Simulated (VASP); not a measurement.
Be:

```xyz
4
Lattice="1.7004 -3.1242 0.0000 1.7004 3.1242 0.0000 0.0000 0.0000 3.6622" Properties=species:S:1:pos:R:3 pbc="T T T"
Be    1.8611   -2.0828    0.0000
Be    1.8611    2.0828    1.8311
Be    1.5397    2.0828    0.0000
Be    1.5397   -2.0828    1.8311
```

The cell was built by a generator and needn't be a form met in nature.

The cell isn't the ideal one: random cell with space group Cccm (No. 66).

```yaml
Program: VASP 6.6.1
Task: relaxation of cell and atoms
Functional: PBE
Potentials_or_basis: VASP PAW PBE potentials, release 64 (Be)
Cutoff: 600 eV
k_mesh: 6 × 6 × 6
Occupations: gaussian, width 0.1 eV
Spin: no spin polarisation
```

At the start: pressure 23.1 GPa; volume 9.73 Å³/atom.

How do energy, volume and symmetry change on relaxing?

Over 43 steps the energy falls by 921.6 meV/atom and the volume is 8.91 Å³/atom (-8.4 %); space group Fmmm (No. 69, to 0.05 Å).

The path:
```csv
step,energy change (eV),largest force (eV/Å),pressure (GPa),volume (Å³)
1,0.0000,3.3241,23.10,38.91
3,-1.2307,0.5158,1.89,46.36
5,-1.3269,0.2333,-1.59,48.08
7,-1.3833,0.4070,1.41,45.47
9,-1.3923,0.5201,2.55,44.48
11,-1.4531,0.6117,3.02,43.36
13,-1.8543,0.1646,3.85,38.35
15,-1.8973,0.6922,1.61,37.60
17,-2.3491,1.3134,-0.39,37.16
19,-2.4427,1.2955,1.89,36.81
21,-2.4536,1.2284,3.15,36.63
23,-2.4672,1.1446,3.78,36.64
25,-2.5765,1.0899,3.14,36.78
27,-3.0078,0.7118,0.24,37.40
29,-3.4183,0.1313,-1.24,38.07
31,-3.5415,0.1927,-2.11,37.72
33,-3.6105,0.1179,-1.03,36.40
35,-3.6323,0.0579,0.49,35.26
37,-3.6452,0.1088,0.47,35.06
39,-3.6744,0.1713,0.77,34.94
41,-3.6827,0.0621,0.64,35.22
43,-3.6864,0.0100,0.09,35.64
```

Final structure:
```xyz
4
Lattice="1.1729 -4.2577 0.0000 1.1729 4.2577 0.0000 0.0000 0.0000 3.5685" Properties=species:S:1:pos:R:3 pbc="T T T"
Be    1.7600    0.8901    3.5685
Be    1.7600   -0.8901    1.7843
Be    0.5858   -0.8901    0.0000
Be    0.5858    0.8901    1.7843
```
